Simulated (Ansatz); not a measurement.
Rh: experiment and calculation

**Experimental background.**

“Strong-coupling superconductivity of SrIr2 and SrRh2: Phonon engineering of metallic Ir and Rh”, 2021, arxiv:2108.03692 quotes, for a bulk crystal of Rh: lattice constant a 3.803 Å.

From “Thermal equation of state of rhodium characterized by XRD in a resistively heated diamond anvil cell”, 2024, pmc:11535440, for a bulk crystal of Rh: bulk modulus 264 ± 1 GPa.

The calculation below tries to reproduce these values; the comparison stands at the end.

Method: DFT PBE, scalar-relativistic, plane waves, PAW in Ansatz.

Cutoff 420 eV; k points 24×24×24 on the computed 1-atom cell (Γ-centred); Gaussian smearing, width 0.10 eV; no spin polarisation.

Relaxed structure:

```
CELL_PARAMETERS angstrom
0.00000 1.91477 1.91477
1.91477 0.00000 1.91477
1.91477 1.91477 0.00000
ATOMIC_POSITIONS crystal
Rh 0.00000 0.00000 0.00000
```

```json
{"Space group": "Fm-3m (No. 225)", "Volume per atom": "14.04 Å³", "Energy over the standard state (uncorrected)": "-0.001 eV/atom", "Kohn–Sham band gap": "none (metal)", "Density of states at the Fermi level": "1.3 states/eV per cell", "Orbital (Löwdin) character within 0.5 eV of the Fermi level": "Rh 4d 96 %", "Bulk modulus": "257 GPa", "Its pressure derivative": "5.2", "Bader charge by site (e)": "Rh (1 in the cell) 0.00"}
```

Measured lattice constant a of Rh: 3.803 Å (quoted in “Strong-coupling superconductivity of SrIr2 and SrRh2: Phonon engineering of metallic Ir and Rh”, 2021, arxiv:2108.03692). This calculation gives 3.830 Å (+0.7 %). The calculation is for 0 K without zero-point motion. Measured bulk modulus of Rh: 264 GPa (quoted in “Thermal equation of state of rhodium characterized by XRD in a resistively heated diamond anvil cell”, 2024, pmc:11535440). This calculation gives 257 GPa (-2.5 %). The calculation is for 0 K without zero-point motion.

The cell was reached from a generator's guess, though it ends in a space group that the Crystallography Open Database lists for this formula. Löwdin shares on free-atom orbitals overweight diffuse shells.
